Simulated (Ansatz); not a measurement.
Write the native input for Ansatz 0.2.0 that does the following.

```
Task                : relaxation of cell and atoms
Functional          : r2SCAN
Dispersion          : rVV10
Potentials or basis : Ansatz PAW
Cutoff              : 500 eV (not typed: the program's choice for these potentials)
k mesh              : 8 × 8 × 8
Occupations         : fermi-dirac, width 0.05 eV
Spin                : no spin polarisation
```

The system is ZnSe (Stilleite).

```
Se Zn
1.0
     0.00000    2.83380    2.83380
     2.83380    0.00000    2.83380
     2.83380    2.83380    0.00000
Se Zn
1 1
Cartesian
  4.2507 4.2507 4.2507
  0.0000 0.0000 0.0000
```

The input as run:

input.yaml

```yaml
crystal:
  lattice:
    - [0.0, 2.8338, 2.8338]
    - [2.8338, 0.0, 2.8338]
    - [2.8338, 2.8338, 0.0]
  atoms:
    - { symbol: Se, position: [0.75, 0.75, 0.75] }
    - { symbol: Zn, position: [0.0, 0.0, 0.0] }
hamiltonian:
  xc: r2scan
  pseudopotentials: { kind: paw }
  dispersion: rvv10
kpoints:
  mp_grid: { grid: [8, 8, 8] }
scf:
  occupations: { method: fermi_dirac, width: 0.05 }
output:
  forces: true
  stress: true
relax:
  f_tol: 0.01
  max_steps: 40
  cell: { stress_tol: 0.05 }
```

Potentials or basis: Ansatz PAW.

The run is started by

```sh
$ ansatz run input.yaml --threads 2 --pin off --max-ram 5120MiB --backend cpu --events-out ev --progress --plain --runs-dir out
```

Results of the run:

```yaml
Relaxed_volume: 22.42 Å³/atom
Relaxed_cell: a = 3.988 Å, b = 3.988 Å, c = 3.988 Å, α = 60.00°, β = 60.00°, γ = 60.00°
Space_group_after_relaxing_to_0.05_Å: F-43m (No. 216)
Energy_gained_by_relaxing: 1.0 meV/atom
Ionic_steps: 4
Pressure_after_relaxing: 0.0 GPa
Band_gap_on_the_k_mesh: 1.88 eV
```

Caveat: the plane-wave basis is chosen anew once the cell has moved, so the energies of steps on either side of that aren't comparable; the PAW data sets come from PBE, with cores solved anew for the run's functional, which leaves a small shift of forces and pressure.

Run time: 13 s on 2 threads of AMD EPYC 7B13 (Zen 3), with other jobs on the host, peak memory 0.64 GiB.
